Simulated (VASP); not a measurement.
A run of VASP 6.6.1 is set up as follows.

The input INCAR:

```
SYSTEM = Pb
PREC = Accurate
ENCUT = 520
EDIFF = 1E-6
ISMEAR = 1
SIGMA = 0.1
LREAL = .FALSE.
LASPH = .TRUE.
NELM = 80
ALGO = Normal
ISIF = 2
LWAVE = .FALSE.
LCHARG = .FALSE.
LDIPOL = .TRUE.
IDIPOL = 3
DIPOL = 0.5 0.5 0.500
GGA = PE
IBRION = 2
NSW = 80
EDIFFG = -0.02
```

File KPOINTS:

```
regular mesh
0
G
  12 12 1
  0 0 0
```

Contents of POSCAR:

```
Pb
1.0
    3.5645663000      0.0000000000      0.0000000000
   -1.7822831500      3.0870049700      0.0000000000
    0.0000000000      0.0000000000     17.9104561900
Pb
2
Direct
    0.6666666700      0.3333333300      0.4187498000
    0.3333333300      0.6666666700      0.5812502000
```

Potentials or basis: VASP PAW PBE potentials, release 64 (Pb_d).

Command:

```sh
$ cat potpaw_PBE.64/Pb_d/POTCAR > POTCAR
$ mpirun -np 1 vasp_std > vasp.out
```

Problem. Estimate the band gap on the k mesh.

Solution. None (metal or under the smearing width).

Problem. What does it give for the energy gained by relaxing?

Solution. 39.8 meV/atom.

Final structure:
```
Pb
1.0
     3.56457    0.00000    0.00000
    -1.78228    3.08700    0.00000
     0.00000    0.00000   17.91046
Pb
2
Direct
  0.66667 0.33333 0.42597
  0.33333 0.66667 0.57403
```

The run has no spin-orbit coupling, so splittings on Pb are missing.
